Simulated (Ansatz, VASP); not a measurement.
**HfC: VASP beside Ansatz**

Contents of INCAR:

```
SYSTEM = HfC
ALGO = Normal
EDIFF = 1E-6
ENCUT = 520
ISIF = 2
ISMEAR = -1
LASPH = .True.
LCHARG = .True.
LELF = .True.
LREAL = .False.
LVHAR = .True.
LWAVE = .False.
NBANDS = 14
NELM = 100
PREC = Accurate
SIGMA = 0.05
```

The input KPOINTS:

```
k-points
0
Gamma
  10 10 10
  0 0 0
```

File POSCAR:

```
HfC
1.0
    0.0000000000      2.3403977997      2.3403977997
    2.3403977997      0.0000000000      2.3403977997
    2.3403977997      2.3403977997      0.0000000000
Hf C
1 1
Direct
    0.5000000000      0.5000000000      0.5000000000
    0.0000000000      0.0000000000      0.0000000000
```

Contents of input.yaml:

```yaml
crystal:
  lattice:
    - [0.0, 2.3403977997, 2.3403977997]
    - [2.3403977997, 0.0, 2.3403977997]
    - [2.3403977997, 2.3403977997, 0.0]
  atoms:
    - { symbol: Hf, position: [0.5, 0.5, 0.5] }
    - { symbol: C, position: [0.0, 0.0, 0.0] }
kpoints:
  mp_grid: { grid: [10, 10, 10] }
scf:
  occupations: { method: fermi_dirac, width: 0.05 }
hamiltonian:
  xc: lda
  pseudopotentials: { kind: all_electron, lapw: { basis_error: 0.001 } }
output:
  forces: true
  stress: true
  eigenvalues: true
```

Change from the starting cell: volume scaled by 1.02.

Alike in both runs: task single point; functional LDA; k mesh 10 × 10 × 10; occupations fermi-dirac, width 0.05 eV; no spin polarisation.

|  | VASP | Ansatz |
| --- | --- | --- |
| version | VASP 6.6.1 | Ansatz 0.2.0 |
| potentials or method | VASP PAW LDA potentials, release 64 (Hf_pv, C) | all-electron LAPW, scalar-relativistic |
| plane-wave cutoff (eV) | 520 | see its input |

|  | VASP | Ansatz | Ansatz less VASP |
| --- | --- | --- | --- |
| gap on the k mesh at the Fermi level (eV) | none | none | - |
| pressure (GPa) | -15.7 | -15.8 | -0.11 |

A gap of «none» marks a metal or a gap that the smearing closes. Ansatz ran all-electron here, so the differences hold the error of VASP's frozen core and of both bases.

Caveats: so large a pressure means that the cell lies far from this level's equilibrium, or that cutoff or potentials fall short (VASP). Spin-orbit coupling is left out, which matters for the levels of Hf.
